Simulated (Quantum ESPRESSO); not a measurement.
A run of Quantum ESPRESSO 7.5:

pw.in

```
&CONTROL
  calculation = 'scf'
  prefix = 'pwscf'
  outdir = './tmp'
  pseudo_dir = './pseudo'
  tprnfor = .true.
  tstress = .true.
  disk_io = 'low'
/
&SYSTEM
  ibrav = 0
  nat = 1
  ntyp = 1
  ecutwfc = 45
  ecutrho = 360
  nbnd = 16
  occupations = 'smearing'
  smearing = 'fd'
  degauss = 0.00367493
  nspin = 2
  starting_magnetization(1) = 0.2143
/
&ELECTRONS
  conv_thr = 2d-10
  electron_maxstep = 120
  mixing_beta = 0.3
/
ATOMIC_SPECIES
Cr    51.9961 cr_pbe_v1.5.uspp.F.UPF
CELL_PARAMETERS angstrom
  -1.4844496776    1.4844496776    1.4844496776
   1.4844496776   -1.4844496776    1.4844496776
   1.4844496776    1.4844496776   -1.4844496776
ATOMIC_POSITIONS crystal
Cr     0.0000000000    0.0000000000    0.0000000000
K_POINTS automatic
8 8 8 0 0 0
HUBBARD {ortho-atomic}
U Cr-3d 4.0
```

Contents of scf2.in:

```
&CONTROL
  calculation = 'scf'
  prefix = 'pwscf'
  outdir = './tmp'
  pseudo_dir = './pseudo'
  tprnfor = .true.
  tstress = .true.
  disk_io = 'low'
/
&SYSTEM
  ibrav = 0
  nat = 1
  ntyp = 1
  ecutwfc = 45
  ecutrho = 360
  nbnd = 16
  occupations = 'smearing'
  smearing = 'fd'
  degauss = 0.00367493
  nspin = 2
  starting_magnetization(1) = 0.2143
/
&ELECTRONS
  conv_thr = 1d-13
  electron_maxstep = 120
  mixing_beta = 0.3
  startingpot = 'file'
  startingwfc = 'file'
/
ATOMIC_SPECIES
Cr    51.9961 cr_pbe_v1.5.uspp.F.UPF
CELL_PARAMETERS angstrom
  -1.4844496776    1.4844496776    1.4844496776
   1.4844496776   -1.4844496776    1.4844496776
   1.4844496776    1.4844496776   -1.4844496776
ATOMIC_POSITIONS crystal
Cr     0.0000000000    0.0000000000    0.0000000000
K_POINTS automatic
8 8 8 0 0 0
HUBBARD {ortho-atomic}
U Cr-3d 4.0
```

The input hp.in:

```
&INPUTHP
  prefix = 'pwscf'
  outdir = './tmp'
  nq1 = 2
  nq2 = 2
  nq3 = 2
  conv_thr_chi = 1d-06
  niter_max = 80
  iverbosity = 1
  alpha_mix(1) = 0.15
/
```

Potentials or basis: GBRV 1.5 PBE.

Run with:

```console
$ OMP_NUM_THREADS=1 pw.x -in pw.in > pw.out
$ OMP_NUM_THREADS=1 pw.x -in scf2.in > scf2.out
$ OMP_NUM_THREADS=1 hp.x -in hp.in > hp.out
```

Hardware: 1 thread of Arm Neoverse V1 (shared host).

Q: Estimate the wall time of this run.

A: Wall time 3.3 min on 1 thread of Arm Neoverse V1 (shared host), peak memory 0.07 GiB. Counts: scf iterations 73, k pools 1, bands 16, k points 29, g dense 10149.
